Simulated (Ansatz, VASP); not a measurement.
One calculation of Zr, two programs

Contents of INCAR:

```
SYSTEM = Zr
  PREC = Accurate
  ENCUT = 520
  EDIFF = 1E-6
  ISMEAR = -1
  SIGMA = 0.05
  LREAL = .False.
  LASPH = .True.
  NELM = 60
  ALGO = Fast
  ISIF = 2
  LWAVE = .False.
  LCHARG = .False.
  GGA = PS
  NBANDS = 19
```

The input KPOINTS:

```
regular mesh
0
Gamma
  9 9 5
  0 0 0
```

File POSCAR:

```
Zr
1.0
    3.2103080712      0.0000000000      0.0000000000
   -1.6051540356      2.7802083436      0.0000000000
    0.0000000000      0.0000000000      5.1124553350
Zr
2
Direct
    0.6666666667      0.3333333333      0.7500000000
    0.3333333333      0.6666666667      0.2500000000
```

Contents of input.yaml:

```yaml
crystal:
  lattice:
    - [3.2103080712, 0.0, 0.0]
    - [-1.6051540356, 2.7802083436, 0.0]
    - [0.0, 0.0, 5.112455335]
  atoms:
    - { symbol: Zr, position: [0.6666666667, 0.3333333333, 0.75] }
    - { symbol: Zr, position: [0.3333333333, 0.6666666667, 0.25] }
kpoints:
  mp_grid: { grid: [9, 9, 5] }
scf:
  occupations: { method: fermi_dirac, width: 0.05 }
hamiltonian:
  xc: pbesol
  pseudopotentials: { kind: all_electron, lapw: { basis_error: 0.0005 } }
output:
  forces: true
  stress: true
  eigenvalues: true
```

Change from the starting cell: volume scaled by 0.98.

Alike in both runs: task single point; functional PBEsol; k mesh 9 × 9 × 5; occupations fermi-dirac, width 0.05 eV; no spin polarisation.

```csv
,VASP,Ansatz
version,VASP 6.6.1,Ansatz 0.2.0
potentials or method,"VASP PAW PBE potentials, release 64 (Zr_sv)","all-electron LAPW, scalar-relativistic"
plane-wave cutoff (eV),520,see its input
```

|  | VASP | Ansatz | Ansatz less VASP |
| --- | --- | --- | --- |
| gap on the k mesh at the Fermi level (eV) | none | none | - |
| pressure (GPa) | -1.4 | -1.4 | -0.05 |
| largest component of the traceless stress (GPa) | 0.69 | 0.69 | -0.004 |

A gap of «none» marks a metal or a gap that the smearing closes. Ansatz ran all-electron here, so the differences hold the error of VASP's frozen core and of both bases.

Caveats: the PAW data sets were made with another functional, which shifts forces and pressure a little (VASP).
